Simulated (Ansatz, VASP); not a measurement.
**Two plane-wave programs on AlAu**

```
CELL_PARAMETERS angstrom
3.28717 0.00000 0.00000
0.00000 3.28717 0.00000
0.00000 0.00000 3.28717
ATOMIC_POSITIONS crystal
Au 0.50000 0.50000 0.50000
Al 0.00000 0.00000 0.00000
```

Change from the starting cell: volume scaled by 1.06.

Alike in both runs: task single point; functional PBEsol; k mesh 8 × 8 × 8; occupations fermi-dirac, width 0.05 eV; no spin polarisation.

|  | VASP | Ansatz |
| --- | --- | --- |
| version | VASP 6.6.1 | Ansatz 0.2.0 |
| potentials or method | VASP PAW PBE potentials, release 64 (Au, Al) | Ansatz PAW |
| plane-wave cutoff (eV) | 520 | 420 |
| valence electrons in the cell | 14 | 22 |

```csv
,VASP,Ansatz,Ansatz less VASP
gap on the k mesh at the Fermi level (eV),none,none,-
pressure (GPa),-9.9,-9.8,+0.13
```

A gap of «none» marks a metal or a gap that the smearing closes. The two sets of potentials don't hold the same shells in valence.

Caveats: the PAW data sets were made with another functional, which shifts forces and pressure a little (VASP); the PAW data sets come from PBE, with cores solved anew for the run's functional, which leaves a small shift of forces and pressure (Ansatz). The runs have no spin-orbit coupling, so splittings on Au are missing.
